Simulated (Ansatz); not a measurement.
HfO2:

```
CELL_PARAMETERS angstrom
5.11800 0.00000 0.00000
0.00000 5.18570 0.00000
-0.85866 0.00000 5.21387
ATOMIC_POSITIONS crystal
Hf 0.27550 0.46030 0.70800
Hf 0.72450 0.96030 0.79200
Hf 0.72450 0.53970 0.29200
Hf 0.27550 0.03970 0.20800
O 0.07420 0.16840 0.84670
O 0.92580 0.66840 0.65330
O 0.92580 0.83160 0.15330
O 0.07420 0.33160 0.34670
O 0.44870 0.74190 0.98010
O 0.55130 0.24190 0.51990
O 0.55130 0.25810 0.01990
O 0.44870 0.75810 0.48010
```

| Property | Result |
| --- | --- |
| Program | Ansatz 0.2.0 |
| Task | relaxation of cell and atoms |
| Functional | BLYP |
| Dispersion | D4 |
| Potentials or basis | Ansatz PAW |
| Cutoff | 420 eV (not typed: the program's choice for these potentials) |
| k mesh | 5 × 5 × 5 |
| Occupations | fermi-dirac, width 0.05 eV |
| Spin | no spin polarisation |

At the start: volume 11.53 Å³/atom.

Where does the relaxation end?

It ends after 9 steps and the volume is 11.84 Å³/atom (+2.6 %); space group P2_1/c (No. 14, to 0.05 Å).

The path:
```tsv
step	energy change (eV)	largest force (eV/Å)	volume (Å³)
1	0.0000	0.5161	138.38
2	-0.0420	0.2211	142.31
3	-0.0679	0.0891	141.90
4	-0.0691	0.0826	141.98
5	-0.0725	0.0258	141.75
6	-0.0723	0.0038	141.84
7	-0.0952	0.0050	141.84
8	-0.0943	0.0025	142.02
9	-0.0955	0.0025	142.02
```

Final structure:
```xyz
12
Lattice="5.1603 0.0000 -0.0051 0.0000 5.2058 0.0000 -0.8709 0.0000 5.2878" Properties=species:S:1:pos:R:3 pbc="T T T"
Hf    0.8029    2.3883    3.7459
Hf    3.0510    4.9911    4.1806
Hf    3.4865    2.8175    1.5368
Hf    1.2384    0.2146    1.1020
O    -0.3939    0.9004    4.4892
O     4.2478    3.5033    3.4374
O     4.6833    4.3054    0.7935
O     0.0416    1.7025    1.8453
O     1.4634    3.8683    5.1584
O     2.3905    1.2654    2.7681
O     2.8260    1.3375    0.1242
O     1.8989    3.9404    2.5146
```

Caveat: the plane-wave basis is chosen anew once the cell has moved, so the energies of steps on either side of that aren't comparable; the pressure holds a Pulay correction of +0.9 GPa for the finite cutoff; the PAW data sets come from PBE, with cores solved anew for the run's functional, which leaves a small shift of forces and pressure.
